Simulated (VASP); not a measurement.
# Settings for InSe: layer in an electric field

InSe, sheet, 8 atoms in the cell. PBEsol; PAW potentials In_d, Se (PBE set). VASP 6.6.1.

Wanted: polarisability along the normal within 2 %.

k-point spacing in the plane (1/Å): 0.25; Starting cell: layer relaxed first with the same functional; Layers: 2.

POSCAR of the starting run:
```
InSe
1.0
    3.9992987318      0.0000000000      0.0000000000
    5.9989480977      3.4634942990      0.0000000000
    0.0000000000      0.0000000000     27.5577711043
In Se
4 4
Direct
    0.0000000000      0.0000000000      0.3006090937
    0.0000000000      0.0000000000      0.4012646834
    0.5000000000      0.0000000000      0.5987353166
    0.5000000000      0.0000000000      0.6993909063
    0.0000000002      0.3333333332      0.2540118348
    0.0000000002      0.3333333332      0.4478619423
    0.5000000002      0.3333333332      0.5521380577
    0.5000000002      0.3333333332      0.7459881652
```

The series start from field step (eV/A): 0.05; vacuum (Å): 14; SCF threshold EDIFF (eV): 1e-7; Cutoff ENCUT (eV): 310; k spacing (1/Å): 0.25; PREC: Accurate; ALGO: Normal. Each series keeps the choices made before it, and each single choice may use up half of a tolerance. Times cover all steps of a run.

## Field step (eV/A)

| Field step (eV/A) | Polarisability along the normal (Å³ per cell) | Time (s) |
|---|---|---|
| 0.3 | 16.12 | 756 |
| 0.1 | 16.12 | 856 |
| 0.05 | 16.12 | 643 |
| 0.02 | 16.11 | 647 |
| 0.01 (reference) | 16.12 | 677 |

## Vacuum (Å)

| Vacuum (Å) | Polarisability along the normal (Å³ per cell) | Time (s) |
|---|---|---|
| 6 | 15.93 | 272 |
| 8 | 16.09 | 396 |
| 11 | 16.12 | 666 |
| 14 | 16.12 | 756 |
| 18 | 16.12 | 956 |
| 24 (reference) | 16.12 | 1429 |

## Question

The rows run from the loosest to the tightest. For each series: choose the loosest value from which every tighter one stays within half of the tolerance.

## Answer

- field step (eV/A): 0.3
- vacuum (Å): 8

The choices weren't compared together with a run at all the tightest settings, so their joint error isn't shown.

## The input

INCAR.step1:
```
PREC = Accurate ; ENCUT = 310
EDIFF = 1E-7 ; ISMEAR = 0
SIGMA = 0.02 ; LREAL = F
LASPH = T ; ALGO = Normal
NELM = 150 ; LWAVE = F
LCHARG = F ; GGA = PS
KPAR = 4 ; LDIPOL = T
IDIPOL = 3 ; DIPOL = 0.5 0.5 0.5
AMIN = 0.01 ; EFIELD = -0.3
```

INCAR.step2, as INCAR.step1 but for:
```
- EFIELD = -0.3
```

INCAR.step3 changes the same tag again: EFIELD = 0.3.

KPOINTS:
```
Automatic mesh
0
Gamma
  13 8 1
  0 0 0
```

POSCAR:
```
InSe
1.0
    3.9992987318      0.0000000000      0.0000000000
    5.9989480977      3.4634942990      0.0000000000
    0.0000000000      0.0000000000     21.5577711043
In Se
4 4
Direct
    0.0000000000      0.0000000000      0.2451142361
    0.0000000000      0.0000000000      0.3737844816
    0.5000000000      0.0000000000      0.6262155184
    0.5000000000      0.0000000000      0.7548857639
    0.0000000002      0.3333333332      0.1855479391
    0.0000000002      0.3333333332      0.4333507786
    0.5000000002      0.3333333332      0.5666492214
    0.5000000002      0.3333333332      0.8144520609
```

Commands (each step's output is kept before the next begins):
```
cat potpaw_PBE.64/In_d/POTCAR potpaw_PBE.64/Se/POTCAR > POTCAR
cp INCAR.step1 INCAR
mpirun -np 4 vasp_std > vasp.out
rm WAVECAR CHG
cp INCAR.step2 INCAR
mpirun -np 4 vasp_std > vasp.out
rm WAVECAR CHG
cp INCAR.step3 INCAR
mpirun -np 4 vasp_std > vasp.out
```

The chosen input took VASP 6.6.1 396 s on 4 cores (Intel Xeon 6975P-C (Granite Rapids)), a shared host.

## An input that fails: field of 1 eV/Å with 60 electronic steps

The electronic loop stops at its limit of 60 steps.

Field step (eV/Å): 0.05 becomes 1.

Changes against the starting input:
```
- NELM = 150
- EFIELD = -0.05
+ NELM = 60
+ EFIELD = -1.0
```
